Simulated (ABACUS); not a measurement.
GaSb under changes of volume

One of the cells (28.625 Å³/atom); the others are scaled copies at fixed shape and fractional positions:

```
Sb Ga
1.0
     0.00000    3.05900    3.05900
     3.05900    0.00000    3.05900
     3.05900    3.05900    0.00000
Sb Ga
1 1
Direct
  0.75000 0.75000 0.75000
  0.00000 0.00000 0.00000
```

| Property | Result |
| --- | --- |
| Program | ABACUS 3.10.1 |
| Functional | PBE |
| Potentials or basis | PseudoDojo NC SR 0.4.1 PBE standard |
| Cutoff | 1361 eV |
| Density cutoff | 5442 eV |
| Basis | TZDP LCAO (the cutoffs set its grid) |
| k mesh | 8 × 8 × 8 |
| Occupations | fermi-dirac, width 0.05 eV |
| Spin | no spin polarisation |

```csv
volume (Å³/atom),energy over the lowest point (meV/atom),pressure (GPa),gap on the mesh (eV)
26.907,?,?,?
27.480,43.00,5.4,0.39
28.052,26.27,4.0,0.24
28.625,14.12,2.8,0.09
29.197,5.88,1.8,none
29.770,1.31,0.8,none
30.342,0.00,-0.1,none
```

Question: What does the run at 26.907 Å³/atom give?

Answer: Energy over the lowest point 64.92 meV/atom; pressure 6.9 GPa; gap on the mesh 0.55 eV.

Worked out: A Birch-Murnaghan fit of order 3 (a polynomial in V^(-2/3)) to the other rows has its minimum at 30.31 Å³/atom with B0 = V·E''(V) = 44 GPa and B' = 4.6. It gives 64.71 meV/atom at 26.907 Å³/atom, against the run's 64.92, and -dE/dV = 6.8 GPa, against 6.9.

Energies are extrapolated to zero smearing.

Caveats: the atomic orbitals were generated for these runs and aren't a published set; the basis of atomic orbitals isn't converged, which shifts pressures, moduli and gaps; spin-orbit coupling is left out, which moves the levels of the heavy elements (some runs).

A mesh can miss the band edges.

A gap of «none» marks a metal or a gap under the smearing width.
